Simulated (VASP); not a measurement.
Set up this calculation in VASP 6.6.1, as the native input.

| Property | Result |
| --- | --- |
| Task | relaxation of cell and atoms |
| Functional | B3LYP |
| Potentials or basis | VASP PAW PBE potentials, release 64 (C) |
| Cutoff | 600 eV |
| k mesh | 7 × 7 × 7 |
| Occupations | fermi-dirac, width 0.05 eV |
| Spin | no spin polarisation |
| Grid for exact exchange (PRECFOCK) | Fast |
| Exchange at q = 0 | default |
| Further INCAR settings | ALGO = Normal; EDIFF = 1e-07; IBRION = 2; EDIFFG = -0.02; NSW = 40; ISIF = 3 |

C:

```
C
1.0
     0.00000    1.78337    1.78337
     1.78337    0.00000    1.78337
     1.78337    1.78337    0.00000
C
2
Direct
  0.75000 0.75000 0.75000
  0.50000 0.50000 0.50000
```

This isn't the form of C at room conditions, which is graphite.

One way to write it, as run:

POSCAR

```
C
1.0
    0.0000000000      1.7833700000      1.7833700000
    1.7833700000      0.0000000000      1.7833700000
    1.7833700000      1.7833700000      0.0000000000
C
2
Direct
    0.7500000000      0.7500000000      0.7500000000
    0.5000000000      0.5000000000      0.5000000000
```

INCAR.step1

```
SYSTEM = C
PREC = Accurate
ENCUT = 600
EDIFF = 1E-5
ISMEAR = -1
SIGMA = 0.05
LREAL = .False.
LASPH = .True.
NELM = 80
ALGO = Normal
LWAVE = .True.
LCHARG = .False.
GGA = PE
```

INCAR.step2

```
SYSTEM = C
PREC = Accurate
ENCUT = 600
EDIFF = 1E-7
ISMEAR = -1
SIGMA = 0.05
LREAL = .False.
LASPH = .True.
NELM = 80
ALGO = Normal
ISIF = 3
LWAVE = .False.
LCHARG = .False.
GGA = B3
LHFCALC = .True.
AEXX = 0.2
AGGAX = 0.72
AGGAC = 0.81
ALDAC = 0.19
PRECFOCK = Fast
IBRION = 2
NSW = 40
EDIFFG = -0.02
ISTART = 1
```

KPOINTS

```
regular mesh
0
Gamma
  7 7 7
  0 0 0
```

Potentials or basis: VASP PAW PBE potentials, release 64 (C).

The run is started by

```sh
$ cat potpaw_PBE.64/C/POTCAR > POTCAR
$ cp INCAR.step1 INCAR
$ mpirun -np 1 vasp_std > vasp.out
$ cp INCAR.step2 INCAR
$ mpirun -np 1 vasp_std > vasp.out
```

Results of the run:

* Pressure after relaxing: 0.6 GPa
* Band gap on the k mesh: 6.15 eV, indirect (least direct gap 7.46 eV)

Caveat: the k mesh is coarse (spacing up to 0.44 Å⁻¹), so the values aren't converged, least of all with exact exchange; the relaxation stopped at its first step, so nothing moved; the PAW data sets were made with another functional, which shifts forces and pressure a little; an odd mesh through Γ misses points on the zone boundary, where band edges often lie.

Wall time 110 s on 1 thread of Intel(R) Xeon(R) Platinum 8488C (Sapphire Rapids) (shared host), peak memory 0.12 GiB.
